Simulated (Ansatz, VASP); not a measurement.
# Two plane-wave programs on NaH

File POSCAR:

```
NaH
1.0
    0.0000000000      2.5969210614      2.5969210614
    2.5969210614      0.0000000000      2.5969210614
    2.5969210614      2.5969210614      0.0000000000
Na H
1 1
Direct
    0.0000000000      0.0000000000      0.0000000000
    0.2500000000      0.2500000000      0.2500000000
```

Contents of INCAR.step1:

```
ALGO     = Normal         # electronic algorithm
EDIFF    = 1E-4           # SCF threshold, eV
ENCUT    = 520            # plane-wave cutoff, eV
GGA      = PE             # functional
ISMEAR   = 0              # smearing method
LASPH    = T              # aspherical terms in the spheres
LCHARG   = F              # write CHGCAR
LREAL    = F              # projectors in reciprocal space
LWAVE    = T              # write WAVECAR
NBANDS   = 11             # bands
NELM     = 80             # most SCF steps
PREC     = Accurate       # precision mode
SIGMA    = 0.01           # smearing width, eV
```

The input INCAR.step2:

```
ALGO     = Normal         # electronic algorithm
EDIFF    = 1E-6           # SCF threshold, eV
ENCUT    = 520            # plane-wave cutoff, eV
ISIF     = 2              # what is computed and relaxed
ISMEAR   = 0              # smearing method
ISTART   = 1            
LASPH    = T              # aspherical terms in the spheres
LCHARG   = T              # write CHGCAR
LELF     = T              # ELF
LMIXTAU  = T            
LREAL    = F              # projectors in reciprocal space
LVHAR    = T            
LWAVE    = F              # write WAVECAR
METAGGA  = R2SCAN         # meta-GGA
NBANDS   = 11             # bands
NELM     = 80             # most SCF steps
PREC     = Accurate       # precision mode
SIGMA    = 0.01           # smearing width, eV
```

KPOINTS

```
k-points
0
Gamma
  6 6 6
```

Input for Ansatz:

```yaml
crystal:
  lattice:
    - [0.0, 2.5969210614, 2.5969210614]
    - [2.5969210614, 0.0, 2.5969210614]
    - [2.5969210614, 2.5969210614, 0.0]
  atoms:
    - { symbol: Na, position: [0.0, 0.0, 0.0] }
    - { symbol: H, position: [0.25, 0.25, 0.25] }
kpoints:
  mp_grid: { grid: [6, 6, 6] }
hamiltonian:
  xc: r2scan
scf:
  occupations: { method: fixed }
output:
  optics:
    e_range: [0, 17]
    de: 0.05
    sigma: 0.1
    bands: { spectra_wanted_up_to: 17 }
  write_density: true
  write_potential: true
  elf: true
  volumetric_format: npy
```

Alike in both runs: task single point; functional r2SCAN; k mesh 6 × 6 × 6; no spin polarisation.

```csv
,VASP,Ansatz
version,VASP 6.6.1,Ansatz 0.2.0
potentials or method,"VASP PAW PBE potentials, release 64 (Na_pv, H)","plane waves, PAW"
plane-wave cutoff (eV),520,500
occupations,"gaussian, width 0.01 eV",fixed
valence electrons in the cell,8,10
```

```tsv
	VASP	Ansatz	Ansatz less VASP
gap on the k mesh at the Fermi level (eV)	4.07	4.07	0.000
```

The two sets of potentials don't hold the same shells in valence.

 A k mesh can miss the band edges. r2SCAN opens gaps a little over a GGA but as a rule still falls short of measured ones.
